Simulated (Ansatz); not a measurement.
**SiO2: checks on the settings of a gradient run, part 1 of 2**

Aim: follow the field gradients at the nuclei of SiO2 through further changes. The cell is an entry of the Crystallography Open Database (COD; perhaps a calculated or model structure). Its positions were relaxed in an earlier run. Planned: a check of algorithm; a check of chi_scale.

Method: DFT, PBE, plane-wave PAW, default files, scalar-relativistic, as far as a step names no other, in Ansatz 0.2.0.

### Step 1. The system as given

The structure is tetragonal, space group P4_32_12 (No. 96). The conventional cell has a = 4.933 Å, b = 4.933 Å, c = 6.465 Å, α = 90.00°, β = 90.00°, γ = 90.00°. Si (site symmetry 2) has 4 O at 1.63 Å as nearest neighbours. O (site symmetry 1) is surrounded by 2 Si at 1.63 Å.

As a file:

```
Si O
1.0
     4.93290    0.00000    0.00000
     0.00000    4.93290    0.00000
     0.00000    0.00000    6.46450
Si O
4 8
Direct
  0.81690 0.81690 0.50000
  0.68310 0.31690 0.25000
  0.18310 0.18310 0.00000
  0.31690 0.68310 0.75000
  0.26926 0.36366 0.79999
  0.13634 0.76926 0.54999
  0.73074 0.63634 0.29999
  0.86366 0.23074 0.04999
  0.76926 0.13634 0.45001
  0.63634 0.73074 0.70001
  0.23074 0.86366 0.95001
  0.36366 0.26926 0.20001
```

The earlier run gave: gap on the mesh 5.65 eV, largest force 0.011 eV/Å, pressure 2.7 GPa.

The printed gradients, by site:

| site | atoms | first shell | V_zz (10²¹ V/m²) | η | C_Q (MHz) |
| --- | --- | --- | --- | --- | --- |
| Si | 1, 2, 3, 4 | 4 O at 1.63 Å | 0.60 | 0.06 | – |
| O | 5, 6, 7, 8, … | 2 Si at 1.63 Å, angle 137° | 9.06 | 0.32 | -5.61 (¹⁷O) |

C_Q = eQV_zz/h, which is 24.18 MHz for Q = 1 b and V_zz = 10²¹ V/m²; η = (V_xx − V_yy)/V_zz. Q values from Pyykkö, Mol. Phys. 116, 1328 (2018). A dash under C_Q marks elements without a common quadrupolar isotope.

### Step 2. Trying other settings (scf.algorithm = direct_min)

input.yaml reads:

```yaml
crystal:
  lattice:
    - [4.9329, 0.0, 0.0]
    - [0.0, 4.9329, 0.0]
    - [0.0, 0.0, 6.4645]
  atoms:
    - { symbol: Si, position: [0.8168962388, 0.8168962388, 0.5] }
    - { symbol: Si, position: [0.6831037612, 0.3168962388, 0.25] }
    - { symbol: Si, position: [0.1831037612, 0.1831037612, 0.0] }
    - { symbol: Si, position: [0.3168962388, 0.6831037612, 0.75] }
    - { symbol: O, position: [0.2692597728, 0.3636645814, 0.7999874982] }
    - { symbol: O, position: [0.1363354186, 0.7692597728, 0.5499874982] }
    - { symbol: O, position: [0.7307402272, 0.6363354186, 0.2999874982] }
    - { symbol: O, position: [0.8636645814, 0.2307402272, 0.0499874982] }
    - { symbol: O, position: [0.7692597728, 0.1363354186, 0.4500125018] }
    - { symbol: O, position: [0.6363354186, 0.7307402272, 0.7000125018] }
    - { symbol: O, position: [0.2307402272, 0.8636645814, 0.9500125018] }
    - { symbol: O, position: [0.3636645814, 0.2692597728, 0.2000125018] }
kpoints:
  mp_grid: { grid: [4, 4, 3] }
scf:
  occupations: { method: fermi_dirac, width: 0.02 }
  algorithm: direct_min
hamiltonian:
  xc: pbe
  pseudopotentials: { kind: paw }
output:
  forces: true
  stress: true
  populations: true
  efg: { quadrupole_moments_barn: { O: -0.02558 }, contact_densities: true }
```

Launch:

```sh
ansatz run input.yaml --threads 1 --pin off --max-ram 2560MiB --backend cpu --events-out ev --progress --plain --runs-dir out
```

Output:

```text
Warning: RAYON_NUM_THREADS=1 ignored (pool sized by the plan → 1); use --threads N
Engine: ansatz 0.2.0, aarch64-unknown-linux-gnu
Pseudopotentials: kind: paw
Pseudopotential: Si, paw, valence charge 4, recommended cutoff 420 eV (normal), Si.paw.azcp
Pseudopotential: O, paw, valence charge 6, recommended cutoff 420 eV (normal), O.paw.azcp
Functional definition: PBE
  parameter kappa = 0.804
  parameter beta = 0.06672455060314922
  exchange = pbe_x(kappa = kappa, mu = beta*pi^2/3)
  correlation = pbe_c(beta = beta)
Crystal: 12 atoms, lattice volume = 157.304 Å³
Basis set: ecut = 420 eV, 3097 PW (Γ), exchange–correlation on 72×72×90 points (8 copies of the dense FFT grid, shifted against one another)
Bands: 44, of which v1, the nominal top of the filled ones, is band 32 counted from 1 (31 counted from 0)
Symmetry: 8 space group operations
Space group: P43212 (ITA 96), of the structure as read, at distance tolerance 5.4e-5 Å
k-points: 12 of 48
Non-local potential: Si, projectors of the file, l = 0: 2, l = 1: 2, l = 2: 2
Non-local potential: O, projectors of the file, l = 0: 2, l = 1: 2, l = 2: 1
PAW form: soft (Blöchl's): semilocal exchange-correlation on the pseudo side does not see the compensation charge
PAW one-centre angular grid: Si, 110 points (default); XC on 64 Gauss nodes
PAW one-centre angular grid: O, 110 points (default); XC on 64 Gauss nodes
Initial density: superposition of atomic densities (neutral atoms: chi_scale 0, normalization atom), corrected by the library's trained network
Initial wavefunctions: pseudopotential atomic-orbital guess
Functional: x = pbe(κ = 0.804, μ = 0.2195149727645171), c = pbe(β = 0.06672455060314922)
SCF iter   1: F=—  HF=-7096.116766 eV  |F-HF|=—  |Δ(HF+E_count)|=         —  Δρ=1.18e-3  dr2=5.79e-4  ethr=1.77e-3  ⟨swp⟩=11.0  Hψ=2937  notcnv=0
preconditioner: auto → Resta (q_TF=auto, 2.349 Å⁻¹)  ε∞=3.0  [insulator: Δε(μ)=5.650 eV  Ē_g=16.724 eV  σ=0.020 eV  W_gap=1.00  n_scr=36 (ndim 8)  ℏωp=23.7 eV  f_vac=0.149  D(μ)=0.00/eV (n_scr^D=0)  ε∞_Penn≈3.0]
SCF iter   2: F=—  HF=-7096.121187 eV  |F-HF|=—  |Δ(HF+E_count)|=   4.42e-3  Δρ=3.75e-4  dr2=1.43e-4  ethr=9.05e-7  ⟨swp⟩=5.3  Hψ=1978  notcnv=0  defer=4
SCF iter   3: F=—  HF=-7096.121145 eV  |F-HF|=—  |Δ(HF+E_count)|=   4.15e-5  Δρ=1.23e-4  dr2=1.98e-5  ethr=2.23e-7  ⟨swp⟩=3.1  Hψ=1213  notcnv=0  defer=2
iter 4 solved again at ethr=3.61e-11 eV; its pass at ethr=3.10e-8 eV (dr2=2.31e-8 eV) is discarded
SCF iter   4: F=-7096.121138 eV  HF=-7096.121138 eV  |F-HF|=1.58e-8  |Δ(HF+E_count)|=   7.77e-6  Δρ=4.75e-6  dr2=3.10e-8  ethr=3.61e-11  ⟨swp⟩=4.0  Hψ=2561  notcnv=0
SCF 1 converged in 4 iterations: F = -7096.121138 eV  dr2 = 3.10e-8
  Residual-converged pass: ⟨swp⟩=2.0  Hψ=768  notcnv=0  max |occ|·‖R‖ = 5.4e-6 eV (tolerance 6.7e-6 eV)  dr2=3.09e-8  dr2_onsite=4.67e-10  max |Δocc| = 0.0e0
SCF converged after 4 iterations
Stability not checked: this state was not tested for a lower state beside it, because a direct minimisation reached the state, and no test of it is asked (direct_minimisation; see scf.lower_state_search)
Free energy (F): -7096.121138 eV
Harris-Foulkes:  -7096.121138 eV  (|F-HF|=1.58e-8)
Internal energy: -7096.121138 eV  (E = F + TS)
E sigma→0 (E₀):  -7096.121138 eV
Fermi energy:    5.065624 eV
--- Per-component energies (eV) ---
  E_band       = -297.705619
  E_kinetic    = 1608.032006
  E_local      = -4060.301632  (includes V_loc(G=0)·N_el)
  E_nonlocal   = 480.280171
  E_hartree    = 1464.084389
  E_xc         = -817.149946
  E_vxc        = -948.478356  (∫ρ·V_xc dr)
  E_paw        = -3324.122569  (= ΣΔE_a)
  E_vpaw       = -305.425130  (= ΣTr[D̂ρ^β])
  E_aug_tail   = 0.020731  (compensation charges beyond the density's cutoff)
  E_ewald      = -2446.964289
  E_smearing   = -0.000000  (= −TS)
  E_closure    = 0.000000  (closes the sum)
  Σ components = -7096.121138   (vs F -7096.121138, Δ=0.00e0)
--- Forces (eV/Å), atoms counted from 1 ---
  atom   1  Si    -0.00087192    -0.00087192     0.00000000
  atom   2  Si     0.00087192    -0.00087192     0.00000000
  atom   3  Si     0.00087192     0.00087192    -0.00000000
  atom   4  Si    -0.00087192     0.00087192    -0.00000000
  atom   5  O     -0.00474839     0.00937010     0.00113446
  atom   6  O     -0.00937010    -0.00474839     0.00113446
  atom   7  O      0.00474839    -0.00937010     0.00113446
  atom   8  O      0.00937010     0.00474839     0.00113446
  atom   9  O     -0.00474839    -0.00937010    -0.00113446
  atom  10  O     -0.00937010     0.00474839    -0.00113446
  atom  11  O      0.00474839     0.00937010    -0.00113446
  atom  12  O      0.00937010    -0.00474839    -0.00113446
  max |Σ_I F_I| component: 5.20e-18 eV/Å
--- Stress (GPa, compression-positive) ---
        1.915157       0.000000       0.000000
        0.000000       1.915157       0.000000
        0.000000       0.000000       4.331391
  P = ⅓ Tr σ = 2.7206 GPa (27.206 kbar)
--- PAW observables at the nuclei: V_zz in 10²¹ V/m², potentials from the cell's mean, atoms counted from 1 ---
  atom   1  Si V_zz =    +0.602578   η = 0.0594   by run symmetry: allowed
            electrostatic potential = -1354.476336 V   contact ρ = 12801.639529 e/Å³
  atom   2  Si V_zz =    +0.602578   η = 0.0594   by run symmetry: allowed
            electrostatic potential = -1354.476336 V   contact ρ = 12801.639529 e/Å³
  atom   3  Si V_zz =    +0.602578   η = 0.0594   by run symmetry: allowed
            electrostatic potential = -1354.476336 V   contact ρ = 12801.639529 e/Å³
  atom   4  Si V_zz =    +0.602578   η = 0.0594   by run symmetry: allowed
            electrostatic potential = -1354.476336 V   contact ρ = 12801.639529 e/Å³
  atom   5  O  V_zz =    +9.063789   η = 0.3226   by run symmetry: allowed   C_q = -5.6061 MHz
            electrostatic potential = -618.858598 V   contact ρ = 2154.059296 e/Å³
  atom   6  O  V_zz =    +9.063789   η = 0.3226   by run symmetry: allowed   C_q = -5.6061 MHz
            electrostatic potential = -618.858598 V   contact ρ = 2154.059296 e/Å³
  atom   7  O  V_zz =    +9.063789   η = 0.3226   by run symmetry: allowed   C_q = -5.6061 MHz
            electrostatic potential = -618.858598 V   contact ρ = 2154.059296 e/Å³
  atom   8  O  V_zz =    +9.063789   η = 0.3226   by run symmetry: allowed   C_q = -5.6061 MHz
            electrostatic potential = -618.858598 V   contact ρ = 2154.059296 e/Å³
  atom   9  O  V_zz =    +9.063789   η = 0.3226   by run symmetry: allowed   C_q = -5.6061 MHz
            electrostatic potential = -618.858598 V   contact ρ = 2154.059296 e/Å³
  atom  10  O  V_zz =    +9.063789   η = 0.3226   by run symmetry: allowed   C_q = -5.6061 MHz
            electrostatic potential = -618.858598 V   contact ρ = 2154.059296 e/Å³
  atom  11  O  V_zz =    +9.063789   η = 0.3226   by run symmetry: allowed   C_q = -5.6061 MHz
            electrostatic potential = -618.858598 V   contact ρ = 2154.059296 e/Å³
  atom  12  O  V_zz =    +9.063789   η = 0.3226   by run symmetry: allowed   C_q = -5.6061 MHz
            electrostatic potential = -618.858598 V   contact ρ = 2154.059296 e/Å³
--- Band table (eV; the first three rows and the last of 12) ---
  k-point 0: bands = ["-17.2300", "-16.2529", "-16.2529", "-15.1123", "-15.1123", "-15.1117", "-15.0965", "-15.0789", "-6.9440", "-4.8716", "-4.8716", "-3.4592", "-3.3594", "-3.3594", "-2.8251", "-2.6453", "-0.8386", "-0.8143", "-0.8143", "-0.1375", "0.0127", "0.4506", "0.5271", "0.6356", "0.6356", "0.7040", "0.9214", "0.9214", "1.3706", "1.7276", "1.7276", "2.2384", "7.8928", "11.0612", "11.0612", "11.6902", "11.6902", "11.6943", "12.8373", "12.9421", "13.5548", "13.5548", "14.1189", "14.1750"]
  k-point 1: bands = ["-17.1045", "-16.7545", "-15.7071", "-15.2593", "-15.1125", "-15.1084", "-15.1075", "-15.1030", "-6.6366", "-5.8485", "-4.0371", "-3.5895", "-3.3292", "-3.1298", "-3.0390", "-2.7986", "-0.7063", "-0.7002", "-0.6190", "-0.1716", "0.0873", "0.3342", "0.4712", "0.4820", "0.5994", "0.6459", "0.8104", "1.3259", "1.4180", "1.4426", "1.6973", "2.0378", "8.5920", "10.1004", "11.1719", "11.6140", "12.0234", "12.3525", "12.3914", "13.3148", "13.3177", "13.4648", "13.7137", "13.9540"]
  k-point 2: bands = ["-17.0936", "-16.3950", "-16.1075", "-15.3085", "-15.1294", "-15.1140", "-15.1002", "-15.0933", "-6.6530", "-5.2189", "-4.5529", "-3.5163", "-3.3502", "-3.1726", "-2.8893", "-2.6591", "-1.0858", "-0.7180", "-0.6447", "-0.0580", "0.0142", "0.1056", "0.4151", "0.4206", "0.6738", "0.8261", "0.9647", "1.1897", "1.2683", "1.6542", "1.6648", "2.0746", "8.5841", "11.1925", "11.2127", "11.3094", "11.3145", "12.4070", "12.4523", "12.6981", "13.1369", "13.2602", "13.3962", "14.1100"]
  k-point 11: bands = ["-16.2617", "-16.2617", "-16.2370", "-16.2370", "-15.1645", "-15.1645", "-15.1451", "-15.1451", "-5.0695", "-5.0695", "-4.9771", "-4.9771", "-2.6431", "-2.6431", "-2.5337", "-2.5337", "-0.8964", "-0.8964", "-0.7781", "-0.7781", "-0.1531", "-0.1531", "-0.0092", "-0.0092", "0.8731", "0.8731", "0.9270", "0.9270", "1.7000", "1.7000", "1.7581", "1.7581", "11.1065", "11.1065", "11.1709", "11.1709", "11.8528", "11.8528", "11.9912", "11.9912", "12.9503", "12.9503", "13.0723", "13.0723"]
--- Löwdin populations: 12 sites ---
  site symbol       q [e]
     0     Si      2.2122
     1     Si      2.2122
     2     Si      2.2122
     3     Si      2.2122
     4      O      6.7836
     5      O      6.7836
     6      O      6.7836
     7      O      6.7836
     8      O      6.7836
     9      O      6.7836
    10      O      6.7836
    11      O      6.7836
  spilling = 0.013784 (of n_electrons = 64.000000)
```

It took 19 s on 1 thread of Arm Neoverse V1, shared host; peak memory 0.42 GiB.

State: gap on the mesh 5.65 eV, largest force 0.011 eV/Å, pressure 2.7 GPa.

Against step 1 (V_zz in 10²¹ V/m²):

```csv
site,atoms,"V_zz, PBE relaxed","V_zz, algorithm direct_min","η, PBE relaxed","η, algorithm direct_min"
Si,"1, 2, 3, …",0.60,0.60,0.06,0.06
O,"5, 6, 7, …",9.06,9.06,0.32,0.32
```

The sizes of the gradients above 0.15 moved by less than 0.1 % at any site. The free energy stayed within 0.1 meV/atom.

(Continued in part 2 of 2.)
